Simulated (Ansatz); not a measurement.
Starting structure of a cell relaxation (symmetry kept):

```xyz
12
Lattice="1.9042 1.0994 18.6769 -1.9042 1.0994 18.6769 0.0000 -2.1987 18.6769" Properties=species:S:1:pos:R:3 pbc="T T T"
Zn    0.0000    0.0000   24.9025
Zn    0.0000    0.0000   46.6927
Zn    0.0000    0.0000   34.2385
Zn    0.0000    0.0000   40.4658
Zn    0.0000    0.0000   56.0304
Zn    0.0000    0.0000   12.4502
S     0.0000    0.0000   22.5665
S     0.0000    0.0000   53.6940
S     0.0000    0.0000   31.9056
S     0.0000    0.0000   44.3603
S     0.0000    0.0000   38.1345
S     0.0000    0.0000   10.1168
```

Level of theory: DFT PBE, scalar-relativistic, plane waves, PAW (Ansatz).

Settings: cutoff 420 eV, Γ-centred mesh 12×12×12 on the computed 12-atom cell, Gaussian smearing of 0.02 eV; no spin polarisation.

Problem. What does it relax to?

Solution. The volume rises by 0.62 Å³/atom to 20.17 Å³/atom, and the energy falls by 4.4 meV/atom. Final structure:
```
Zn S
1.0
     1.92387    1.11075   18.87738
    -1.92387    1.11075   18.87738
     0.00000   -2.22149   18.87738
Zn S
6 6
Direct
  0.44445 0.44445 0.44445
  0.83337 0.83337 0.83337
  0.61104 0.61104 0.61104
  0.72220 0.72220 0.72220
  0.99996 0.99996 0.99996
  0.22221 0.22221 0.22221
  0.40276 0.40276 0.40276
  0.95827 0.95827 0.95827
  0.56943 0.56943 0.56943
  0.79174 0.79174 0.79174
  0.68059 0.68059 0.68059
  0.18058 0.18058 0.18058
```

This form isn't the usual stable structure of the compound.